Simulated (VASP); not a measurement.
Here is a VASP 6.6.1 calculation.

The input POSCAR:

```
Te
1.0
    4.3046280000      0.0000000000      0.0000000000
   -2.1523140000      3.7279172000      0.0000000000
    0.0000000000      0.0000000000      5.9514709000
Te
3
Direct
    0.2781641000      0.0000000000      0.3333334000
    0.9999999000      0.2781642000      0.6666666000
    0.7218357000      0.7218358000      0.0000000000
```

File INCAR.step1:

```
PREC = Accurate
ENCUT = 300
EDIFF = 1E-5
ISMEAR = 0
SIGMA = 0.01
LREAL = False
LASPH = True
NELM = 100
ALGO = Normal
ISIF = 2
LWAVE = True
MAGMOM = 0 0 0 0 0 0 0 0 0
LORBIT = 11
LSORBIT = True
GGA_COMPAT = False
GGA = PE
```

File INCAR.step2:

```
PREC = Accurate
ENCUT = 300
EDIFF = 1E-7
ISMEAR = 0
SIGMA = 0.01
LREAL = False
LASPH = True
NELM = 100
ALGO = Normal
ISIF = 2
LWAVE = False
LCHARG = True
MAGMOM = 0 0 0 0 0 0 0 0 0
LORBIT = 11
LSORBIT = True
GGA_COMPAT = False
METAGGA = MBJ
LVHAR = True
ISTART = 1
```

Contents of KPOINTS:

```
regular mesh
0
Gamma
  9 9 6
```

Potentials or basis: VASP PAW PBE potentials, release 64 (Te).

Run with:

```bash
$ cat potpaw_PBE.64/Te/POTCAR > POTCAR
$ cp INCAR.step1 INCAR
$ mpirun -np 1 vasp_ncl > vasp.out
$ cp INCAR.step2 INCAR
$ mpirun -np 1 vasp_ncl > vasp.out
```

Q: What does it give for the net moment?

A: 0.00 μB per cell.

Moments on the atoms (μB; x, y, z):
```
Te  0.00 0.00 0.00
Te  0.00 0.00 0.00
Te  0.00 0.00 0.00
```
